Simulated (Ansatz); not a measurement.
# Ti3Al (P-6m2) in Ansatz: equation of state

How stiff is Ti3Al in PBEsol, and what volume does it want? The cell is scaled to several volumes.

Everything below comes from runs of Ansatz 0.2.0. Logs are shortened: lines on timing, memory, paths and dates and some standing lists are left out, and cuts for length are marked.

### 1 The crystal as given

The structure is hexagonal, space group P-6m2 (No. 187). The conventional cell has a = 2.928 Å, b = 2.928 Å, c = 9.226 Å, α = 90.00°, β = 90.00°, γ = 120.00°. Ti (site symmetry 3m) is surrounded by 9 Ti at 2.86 to 2.93 Å and 3 Al at 2.86 Å. Around Ti (site symmetry -6m2) lie 12 Ti at 2.86 to 2.93 Å. Al (site symmetry -6m2) is surrounded by 6 Ti at 2.86 Å and 6 Al at 2.93 Å.

The cell comes from a database or a generator and needn't be the stable form of this composition.

### 2 Single point, PBEsol, 16.09 Å³/atom (volume scaled by 0.94)

Input file input.yaml:

```yaml
crystal:
  lattice:
    - [2.8677796942, 0.0, 0.0]
    - [-1.4338898471, 2.4835700677, 0.0]
    - [0.0, 0.0, 9.0380160492]
  atoms:
    - { symbol: Ti, position: [0.3333333333, 0.6666666667, 0.249406] }
    - { symbol: Ti, position: [0.3333333333, 0.6666666667, 0.750594] }
    - { symbol: Ti, position: [0.6666666667, 0.3333333333, 0.0] }
    - { symbol: Al, position: [0.6666666667, 0.3333333333, 0.5] }
hamiltonian:
  xc: pbesol
  pseudopotentials: { kind: paw }
kpoints:
  mp_grid: { grid: [10, 10, 3] }
scf:
  occupations: { method: fermi_dirac, width: 0.05 }
output:
  forces: true
  stress: true
  eigenvalues: true
```

Potentials or basis: Ansatz PAW.

Command:

```
$ ansatz run input.yaml --threads 2 --pin off --max-ram 5632MiB --backend cpu --events-out ev --progress --plain --runs-dir out
```

Log:

```text
Warning: RAYON_NUM_THREADS=2 ignored (pool sized by the plan → 2); use --threads N
Engine: ansatz 0.2.0, aarch64-unknown-linux-gnu
Pseudopotentials: kind: paw
Pseudopotential: Ti, paw, valence charge 12, recommended cutoff 420 eV (normal), Ti.paw.azcp
Pseudopotential: Al, paw, valence charge 3, recommended cutoff 420 eV (normal), Al.paw.azcp
Functional definition: PBEsol
  exchange = pbesol_x
  correlation = pbesol_c
Crystal: 4 atoms, lattice volume = 64.372 Å³
Basis set: ecut = 420 eV, 1267 PW (Γ), exchange–correlation on 40×40×128 points (8 copies of the dense FFT grid, shifted against one another)
Bands: 24, of which v1, the nominal top of the filled ones, is band 20 counted from 1 (19 counted from 0)
Symmetry: 12 space group operations
Space group: P-6m2 (ITA 187), of the structure as read, at distance tolerance 4.0e-5 Å
k-points: 28 of 300 (time reversal used)
Non-local potential: Ti, projectors of the file, l = 0: 3, l = 1: 2, l = 2: 3, l = 3: 1
Non-local potential: Al, projectors of the file, l = 0: 2, l = 1: 2, l = 2: 1
PAW form: soft (Blöchl's): semilocal exchange-correlation on the pseudo side does not see the compensation charge
PAW frozen core: Ti, regenerated for the run's functional, and the local potential with it (the file was generated under x = pbe(κ = 0.804, μ = 0.2195149727645171), c = pbe(β = 0.06672455060314922))
PAW frozen core: Al, regenerated for the run's functional, and the local potential with it (the file was generated under x = pbe(κ = 0.804, μ = 0.2195149727645171), c = pbe(β = 0.06672455060314922))
PAW one-centre angular grid: Ti, 590 points (default); XC on 64 Gauss nodes
PAW one-centre angular grid: Al, 110 points (default); XC on 64 Gauss nodes
Initial density: superposition of atomic densities (neutral atoms: chi_scale 0, normalization atom), corrected by the library's trained network
Initial wavefunctions: pseudopotential atomic-orbital guess
Functional: x = pbesol(κ = 0.804, μ = 0.12345679012345678), c = pbesol(β = 0.046)
SCF iter   1: F=—  HF=-7946.760292 eV  |F-HF|=—  |Δ(HF+E_count)|=         —  Δρ=9.04e-3  dr2=6.89e-2  ethr=1.77e-3  ⟨swp⟩=5.2  Hψ=2848  notcnv=0
preconditioner: auto → none  [metal: Δε(μ)=0.083 eV  Ē_g=3.080 eV  σ=0.050 eV  W_gap=0.37  n_scr=6 (ndim 8)  ℏωp=17.9 eV  f_vac=0.000  D(μ)=2.97/eV (n_scr^D=38)  sad-step TF]
SCF iter   2: F=—  HF=-7946.749088 eV  |F-HF|=—  |Δ(HF+E_count)|=   1.12e-2  Δρ=4.79e-3  dr2=3.08e-2  ethr=1.77e-4  ⟨swp⟩=2.0  Hψ=1001  notcnv=0
SCF iter   3: F=—  HF=-7946.745798 eV  |F-HF|=—  |Δ(HF+E_count)|=   3.29e-3  Δρ=1.03e-3  dr2=4.05e-3  ethr=7.90e-5  ⟨swp⟩=2.0  Hψ=931  notcnv=0
SCF iter   4: F=—  HF=-7946.745671 eV  |F-HF|=—  |Δ(HF+E_count)|=   1.27e-4  Δρ=6.38e-4  dr2=3.26e-3  ethr=1.04e-5  ⟨swp⟩=2.0  Hψ=846  notcnv=0
SCF iter   5: F=—  HF=-7946.745498 eV  |F-HF|=—  |Δ(HF+E_count)|=   1.74e-4  Δρ=3.30e-4  dr2=3.54e-4  ethr=8.36e-6  ⟨swp⟩=1.2  Hψ=681  notcnv=0
SCF iter   6: F=—  HF=-7946.745470 eV  |F-HF|=—  |Δ(HF+E_count)|=   2.79e-5  Δρ=9.41e-5  dr2=2.49e-5  ethr=9.07e-7  ⟨swp⟩=1.0  Hψ=672  notcnv=0
SCF iter   7: F=—  HF=-7946.745419 eV  |F-HF|=—  |Δ(HF+E_count)|=   5.03e-5  Δρ=2.14e-5  dr2=6.77e-7  ethr=6.38e-8  ⟨swp⟩=1.0  Hψ=672  notcnv=0
SCF iter   8: F=-7946.745419 eV  HF=-7946.745419 eV  |F-HF|=2.98e-8  |Δ(HF+E_count)|=   3.28e-9  Δρ=3.47e-6  dr2=3.35e-8  ethr=2.56e-10  ⟨swp⟩=4.2  Hψ=2190  notcnv=0
SCF 1 converged in 8 iterations: F = -7946.745419 eV  dr2 = 3.35e-8
SCF converged after 8 iterations
Free energy (F): -7946.745419 eV
Harris-Foulkes:  -7946.745419 eV  (|F-HF|=2.98e-8)
Internal energy: -7946.718422 eV  (E = F + TS)
E sigma→0 (E₀):  -7946.731921 eV
Entropy (-TS):   -0.026998 eV (-6.749 meV/atom)
Fermi energy:    12.600375 eV
--- Per-component energies (eV) ---
  E_band       = -464.295744
  E_kinetic    = 844.513680
  E_local      = -3438.622969  (includes V_loc(G=0)·N_el)
  E_nonlocal   = 38.621784
  E_hartree    = 1501.544417
  E_xc         = -331.394936
  E_vxc        = -396.156375  (∫ρ·V_xc dr)
  E_paw        = -3522.702963  (= ΣΔE_a)
  E_vpaw       = -515.744111  (= ΣTr[D̂ρ^β])
  E_aug_tail   = 0.000338  (compensation charges beyond the density's cutoff)
  E_ewald      = -3039.115065
  E_core_change = 0.437292  (= ΣΔE_core)
  E_smearing   = -0.026998  (= −TS)
  E_closure    = -0.000000  (closes the sum)
  Σ components = -7946.745419   (vs F -7946.745419, Δ=0.00e0)
--- Forces (eV/Å), atoms counted from 1 ---
  atom   1  Ti    -0.00000000     0.00000000    -0.04540328
  atom   2  Ti    -0.00000000     0.00000000     0.04540328
  atom   3  Ti     0.00000000    -0.00000000     0.00000000
  atom   4  Al     0.00000000     0.00000000     0.00000000
  max |Σ_I F_I| component: 1.73e-17 eV/Å
--- Stress (GPa, compression-positive) ---
        3.513495       0.000000       0.000000
        0.000000       3.513495      -0.000000
        0.000000       0.000000       4.391251
  P = ⅓ Tr σ = 3.8061 GPa (38.061 kbar)
--- Band table (eV; the first three rows and the last of 28) ---
  k-point 0: bands = ["-43.7448", "-43.6776", "-43.6052", "-20.4452", "-20.1307", "-19.7807", "-19.7452", "-19.7452", "-19.6937", "-19.6937", "-19.6500", "-19.6500", "3.9186", "7.4725", "7.6971", "10.0087", "11.8346", "13.1746", "13.3752", "13.4593", "13.4593", "13.5615", "13.5615", "13.9002"]
  k-point 1: bands = ["-43.7448", "-43.6776", "-43.6052", "-20.4464", "-20.1281", "-19.7820", "-19.7452", "-19.7452", "-19.6938", "-19.6938", "-19.6500", "-19.6500", "3.9518", "6.8228", "8.7165", "9.7170", "11.6111", "13.1224", "13.4064", "13.4617", "13.4617", "13.5556", "13.5556", "13.9077"]
  k-point 2: bands = ["-43.7325", "-43.6683", "-43.5989", "-20.4248", "-20.1319", "-19.8167", "-19.7966", "-19.7627", "-19.7187", "-19.7069", "-19.7045", "-19.6588", "4.1568", "7.7331", "7.9618", "10.2496", "11.8700", "12.7989", "13.1589", "13.2943", "13.4858", "13.6501", "13.7151", "13.8116"]
  k-point 27: bands = ["-43.5754", "-43.5687", "-43.5570", "-20.2928", "-20.2763", "-20.2067", "-20.0996", "-20.0804", "-20.0238", "-19.9731", "-19.8595", "-19.8407", "9.5807", "10.8457", "11.0517", "11.1175", "11.3695", "11.4585", "11.7663", "11.9140", "12.4893", "12.6343", "12.8212", "14.3581"]
```

It took 2.4 s on 2 threads of Arm Neoverse V1, shared host; peak memory 0.31 GiB.

Results:

```
Free energy            : -7946.7454 eV
Pressure               : 3.8 GPa
Largest force          : 0.045 eV/Å
Band gap on the k mesh : none (metal or under the smearing width)
```

Caveat: the PAW data sets come from PBE, with cores solved anew for the run's functional, which leaves a small shift of forces and pressure.

### 3 Single point, PBEsol, 16.44 Å³/atom (volume scaled by 0.96)

input.yaml: that of step 2 with these lines changed.

```diff
@@ -2,5 +2,5 @@
   lattice:
-    - [2.8677796942, 0.0, 0.0]
-    - [-1.4338898471, 2.4835700677, 0.0]
-    - [0.0, 0.0, 9.0380160492]
+    - [2.8879759913, 0.0, 0.0]
+    - [-1.4439879956, 2.501060574, 0.0]
+    - [0.0, 0.0, 9.1016661466]
   atoms:
```

Potentials or basis: Ansatz PAW.

Command:

```
$ ansatz run input.yaml --threads 2 --pin off --max-ram 5632MiB --backend cpu --events-out ev --progress --plain --runs-dir out
```

Wall time 2.5 s (2 threads of Arm Neoverse V1, shared host); peak memory 0.31 GiB.

It converged, with:

* Free energy: -7946.7665 eV
* Pressure: 1.2 GPa
* Largest force: 0.057 eV/Å
* Band gap on the k mesh: none (metal or under the smearing width)

Caveat: the PAW data sets come from PBE, with cores solved anew for the run's functional, which leaves a small shift of forces and pressure.

### 4 Single point, PBEsol, 16.78 Å³/atom (volume scaled by 0.98)

input.yaml: that of step 3 with these lines changed.

```diff
@@ -2,5 +2,5 @@
   lattice:
-    - [2.8879759913, 0.0, 0.0]
-    - [-1.4439879956, 2.501060574, 0.0]
-    - [0.0, 0.0, 9.1016661466]
+    - [2.9078936965, 0.0, 0.0]
+    - [-1.4539468482, 2.5183098127, 0.0]
+    - [0.0, 0.0, 9.1644382416]
   atoms:
```

Command:

```
$ ansatz run input.yaml --threads 2 --pin off --max-ram 5632MiB --backend cpu --events-out ev --progress --plain --runs-dir out
```

Wall time 2.6 s (2 threads of Arm Neoverse V1, shared host); peak memory 0.31 GiB.

Results (log left out):

- Free energy: -7946.7659 eV
- Pressure: -1.2 GPa
- Largest force: 0.069 eV/Å
- Band gap on the k mesh: none (metal or under the smearing width)

Caveat: the PAW data sets come from PBE, with cores solved anew for the run's functional, which leaves a small shift of forces and pressure.

### 5 Single point, PBEsol, 17.12 Å³/atom

input.yaml: that of step 4 with these lines changed.

```diff
@@ -2,5 +2,5 @@
   lattice:
-    - [2.9078936965, 0.0, 0.0]
-    - [-1.4539468482, 2.5183098127, 0.0]
-    - [0.0, 0.0, 9.1644382416]
+    - [2.9275422229, 0.0, 0.0]
+    - [-1.4637711114, 2.5353259357, 0.0]
+    - [0.0, 0.0, 9.226362]
   atoms:
@@ -21 +21,5 @@
   eigenvalues: true
+  write_density: true
+  write_potential: true
+  elf: true
+  volumetric_format: npy
```

Command:

```
$ ansatz run input.yaml --threads 2 --pin off --max-ram 5632MiB --backend cpu --events-out ev --progress --plain --runs-dir out
```

It took 3.3 s on 2 threads of Arm Neoverse V1, shared host; peak memory 0.32 GiB.

It converged, with:

- Free energy: -7946.7457 eV
- Pressure: -3.4 GPa
- Largest force: 0.080 eV/Å
- Band gap on the k mesh: none (metal or under the smearing width)

Caveat: the PAW data sets come from PBE, with cores solved anew for the run's functional, which leaves a small shift of forces and pressure.

### 6 Single point, PBEsol, 17.46 Å³/atom (volume scaled by 1.02)

input.yaml: that of step 5 with these lines changed.

```diff
@@ -2,5 +2,5 @@
   lattice:
-    - [2.9275422229, 0.0, 0.0]
-    - [-1.4637711114, 2.5353259357, 0.0]
-    - [0.0, 0.0, 9.226362]
+    - [2.9469304848, 0.0, 0.0]
+    - [-1.4734652423, 2.552116663, 0.0]
+    - [0.0, 0.0, 9.2874655158]
   atoms:
@@ -21,5 +21 @@
   eigenvalues: true
-  write_density: true
-  write_potential: true
-  elf: true
-  volumetric_format: npy
```

Potentials or basis: Ansatz PAW.

Command:

```
$ ansatz run input.yaml --threads 2 --pin off --max-ram 5632MiB --backend cpu --events-out ev --progress --plain --runs-dir out
```

It took 2.5 s on 2 threads of Arm Neoverse V1, shared host; peak memory 0.32 GiB.

Results (log left out):

```
Free energy            : -7946.7078 eV
Pressure               : -5.4 GPa
Largest force          : 0.092 eV/Å
Band gap on the k mesh : none (metal or under the smearing width)
```

Caveat: the PAW data sets come from PBE, with cores solved anew for the run's functional, which leaves a small shift of forces and pressure.

### 7 Single point, PBEsol, 17.80 Å³/atom (volume scaled by 1.04)

input.yaml: that of step 6 with these lines changed.

```diff
@@ -2,5 +2,5 @@
   lattice:
-    - [2.9469304848, 0.0, 0.0]
-    - [-1.4734652423, 2.552116663, 0.0]
-    - [0.0, 0.0, 9.2874655158]
+    - [2.9660669332, 0.0, 0.0]
+    - [-1.4830334666, 2.5686893135, 0.0]
+    - [0.0, 0.0, 9.3477754233]
   atoms:
@@ -21 +21,5 @@
   eigenvalues: true
+  write_density: true
+  write_potential: true
+  elf: true
+  volumetric_format: npy
```

Command:

```
$ ansatz run input.yaml --threads 2 --pin off --max-ram 5632MiB --backend cpu --events-out ev --progress --plain --runs-dir out
```

Run time: 3.4 s. Hardware: 2 threads of Arm Neoverse V1, shared host; peak memory 0.32 GiB.

Results (log left out):

```yaml
Free_energy: -7946.6537 eV
Pressure: -7.2 GPa
Largest_force: 0.103 eV/Å
Band_gap_on_the_k_mesh: none (metal or under the smearing width)
```

Caveat: the PAW data sets come from PBE, with cores solved anew for the run's functional, which leaves a small shift of forces and pressure.

### 8 Single point, PBEsol, 18.15 Å³/atom (volume scaled by 1.06)

input.yaml: that of step 7 with these lines changed.

```diff
@@ -2,5 +2,5 @@
   lattice:
-    - [2.9660669332, 0.0, 0.0]
-    - [-1.4830334666, 2.5686893135, 0.0]
-    - [0.0, 0.0, 9.3477754233]
+    - [2.9849595887, 0.0, 0.0]
+    - [-1.4924797943, 2.5850508331, 0.0]
+    - [0.0, 0.0, 9.4073169995]
   atoms:
@@ -21,5 +21 @@
   eigenvalues: true
-  write_density: true
-  write_potential: true
-  elf: true
-  volumetric_format: npy
```

Command:

```
$ ansatz run input.yaml --threads 2 --pin off --max-ram 5632MiB --backend cpu --events-out ev --progress --plain --runs-dir out
```

Wall time 2.4 s (2 threads of Arm Neoverse V1, shared host); peak memory 0.32 GiB.

It converged, with:

- Free energy: -7946.5850 eV
- Pressure: -8.8 GPa
- Largest force: 0.114 eV/Å
- Band gap on the k mesh: none (metal or under the smearing width)

Caveat: the PAW data sets come from PBE, with cores solved anew for the run's functional, which leaves a small shift of forces and pressure.

### 9 Equation of state, PBEsol

Potentials or basis: Ansatz PAW.

This step only gathers the single runs of the series.

What came out:

* Equilibrium volume: 16.60 Å³/atom
* Bulk modulus at fixed shape and positions: 117 GPa
* Pressure derivative of the bulk modulus: 3.8

Energy against volume, from the lowest point:
```tsv
volume (Å³/atom)	energy (meV/atom)
16.093	5.26
16.435	0.00
16.778	0.14
17.120	5.18
17.463	14.67
17.805	28.19
18.147	45.37
```

Caveat: the cell was scaled at fixed shape and fractional positions, which overstates the stiffness of a crystal with free parameters, most of all of layers and chains.
